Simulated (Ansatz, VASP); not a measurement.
# Two plane-wave programs on S

```
S
1.0
     2.17767    0.00000    0.00000
     0.00000    2.17767    0.00000
     0.00000    0.00000    2.17767
S
1
Direct
  0.00000 0.00000 0.00000
```

Change from the starting cell: volume scaled by 0.6, PAW files.

Alike in both runs: task single point; functional PBE; k mesh 14 × 14 × 14; occupations fermi-dirac, width 0.1 eV; no spin polarisation.

|  | VASP | Ansatz |
| --- | --- | --- |
| version | VASP 6.6.1 | Ansatz 0.2.0 |
| potentials or method | VASP PAW PBE potentials, release 64 (S) | PAW with Ansatz's default frozen-core files, scalar-relativistic |
| plane-wave cutoff (eV) | 520 | 420 |
| valence electrons in the cell | 6 | 6 |

```tsv
	VASP	Ansatz	Ansatz less VASP
pressure (GPa)	91.9	92.6	+0.67
```

The functional is the same, so the differences come from potentials, cutoffs and numerics.

Caveats: the cell as given lies far from equilibrium; so large a pressure means that the cell lies far from this level's equilibrium, or that cutoff or potentials fall short (VASP).
